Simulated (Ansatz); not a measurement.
**ZnO (NiAs type): a single-point run**

Wanted: a converged single-point run for ZnO (NiAs type), and a check of what comes out. The structure is shown as the input types it.

Method: DFT, PBE, norm-conserving pseudopotentials, Ansatz's default files, scalar-relativistic, in Ansatz 0.2.0.

### 1 The system as given

It takes space group P6_3/mmc (No. 194, hexagonal). Conventional cell: a = 3.025 Å, b = 3.025 Å, c = 5.192 Å, α = 90.00°, β = 90.00°, γ = 120.00°. Zn (site symmetry -3m) has 6 O at 2.18 Å as nearest neighbours. O (site symmetry -6m2) is surrounded by 6 Zn at 2.18 Å.

As a file:

```cif
data_structure
_symmetry_space_group_name_H-M 'P 1'
_symmetry_Int_Tables_number 1
_cell_length_a 3.0252
_cell_length_b 3.0252
_cell_length_c 5.1920
_cell_angle_alpha 90.000
_cell_angle_beta 90.000
_cell_angle_gamma 120.000
_cell_volume 41.15
loop_
_atom_site_label
_atom_site_type_symbol
_atom_site_fract_x
_atom_site_fract_y
_atom_site_fract_z
_atom_site_occupancy
Zn1 Zn 0.00000 0.00000 0.00000 1
Zn2 Zn 0.00000 0.00000 0.50000 1
O1 O 0.33333 0.66667 0.25000 1
O2 O 0.66667 0.33333 0.75000 1
```

### 2 The calculation

File input.yaml:

```yaml
crystal:
  lattice:
    - [3.0252058929, 0.0, 0.0]
    - [-1.5126029465, 2.619905155, 0.0]
    - [0.0, 0.0, 5.1920230816]
  atoms:
    - { symbol: Zn, position: [0.0, 0.0, 0.0] }
    - { symbol: Zn, position: [0.0, 0.0, 0.5] }
    - { symbol: O, position: [0.3333333333, 0.6666666667, 0.25] }
    - { symbol: O, position: [0.6666666667, 0.3333333333, 0.75] }
kpoints:
  mp_grid: { grid: [11, 11, 7] }
scf:
  occupations: { method: fermi_dirac, width: 0.08 }
  mixing: { algorithm: anderson, beta: 0.001, ndim: 1 }
  max_iter: 75
hamiltonian:
  xc: pbe
  pseudopotentials: { kind: nc }
output:
  forces: true
  stress: true
  eigenvalues: true
```

Command:

```bash
ansatz run input.yaml --threads 1 --pin off --max-ram 3072MiB --backend cpu --events-out ev --progress --plain --runs-dir out
```

What happens when this is run?

The program finished normally. Convergence says nothing about whether the input makes sense.

In the input, scf.mixing.algorithm is anderson; scf.mixing.beta is 0.001; scf.mixing.ndim is 1. The risk: mixing too weak. The residual crept for many cycles and then fell at once, which so weak a step can't do by itself: the program changed its mixing. Several mixing settings were changed at once, so this run can't tell how much each is to blame.

Run again and compare: delete scf.mixing.algorithm, scf.mixing.beta and scf.mixing.ndim (the default then holds).
